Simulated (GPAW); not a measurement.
Write an ASE script for GPAW 26.7.0 that does the following.

| Item | Value |
| --- | --- |
| Task | band structure |
| Functional | LDA |
| Potentials or basis | the program's PAW data sets (release 1.2.1) made for this functional |
| Cutoff | 600 eV |
| Basis | pw |
| k mesh | 5 × 5 × 5 |
| Occupations | fermi-dirac, width 0.05 eV |
| Spin | non-collinear spin, zero start, spin-orbit coupling |
| Starting moments | [[0.0, 0.0, 0.0]] μB |
| Maxiter | 150 |
| Band path | GXWKGLUWLK,UX |
| Band points | 100 |

The structure of Au lies in Au.cif:

```cif
data_Au
_cell_length_a 2.87792460
_cell_length_b 2.87792460
_cell_length_c 2.87792460
_cell_angle_alpha 60.00000000
_cell_angle_beta 60.00000000
_cell_angle_gamma 60.00000000
_space_group_name_H-M_alt 'P1'
_space_group_name_Hall 'P 1'
_space_group_IT_number 1
loop_
_space_group_symop_operation_xyz
'x,y,z'
loop_
_atom_site_label
_atom_site_type_symbol
_atom_site_symmetry_multiplicity
_atom_site_Wyckoff_symbol
_atom_site_fract_x
_atom_site_fract_y
_atom_site_fract_z
_atom_site_occupancy
Au1 Au 1 a 0.0000000000 0.0000000000 0.0000000000 1
```

The input as run:

run.py

```python
from ase.dft.bandgap import bandgap
from ase.io import read, write
from gpaw import GPAW, PW

atoms = read('Au.cif')

calc = GPAW(mode=PW(600),
            xc='LDA',
            kpts={'size': (5, 5, 5), 'gamma': True},
            occupations={'name': 'fermi-dirac', 'width': 0.05},
            magmoms=[[0.0, 0.0, 0.0]],
            soc=True,
            symmetry='off',
            nbands=24,
            convergence={'density': 1e-05, 'energy': 1e-05},
            maxiter=150,
            txt='gpaw.txt')
atoms.calc = calc
energy = atoms.get_potential_energy()
forces = atoms.get_forces()
calc.write('gs.gpw')
write('result.traj', atoms)
print(f'Energy: {energy:.6f} eV')
print('Forces (eV/A):')
print(forces.round(4))
print('Moments:')
print(calc.get_non_collinear_magnetic_moments().round(3))
print('Fermi level:', round(calc.get_fermi_level(), 4), 'eV')
print(f'Gap: {bandgap(calc)[0]:.4f} eV, direct: {bandgap(calc, direct=True)[0]:.4f} eV')

path = atoms.cell.bandpath('GXWKGLUWLK,UX', npoints=100, eps=1e-4)
bs_calc = calc.fixed_density(kpts=path, symmetry='off', nbands=39,
                             convergence={'bands': 'CBM+6.0', 'eigenstates': 1e-6}, txt='bands.txt')
bs = bs_calc.band_structure()
bs.write('bs.json')
print(f'Gap on the path: {bandgap(bs_calc)[0]:.4f} eV')
```

Potentials or basis: the program's PAW data sets (release 1.2.1) made for this functional, pw.

Launch:

```sh
$ OMP_NUM_THREADS=1 python run.py
```

It gave:

```json
{
 "Band gap along the path": "none (metal or under the smearing width)",
 "Net moment": "0.00 μB per cell"
}
```

Caveat: the k mesh is coarse (spacing up to 0.53 Å⁻¹), so the values aren't converged; this program's spin-orbit splittings come out too wide for heavy elements.

It took 6.8 min on 1 thread of Intel(R) Xeon(R) Platinum 8488C (Sapphire Rapids), with other jobs on the host, peak memory 0.42 GiB.
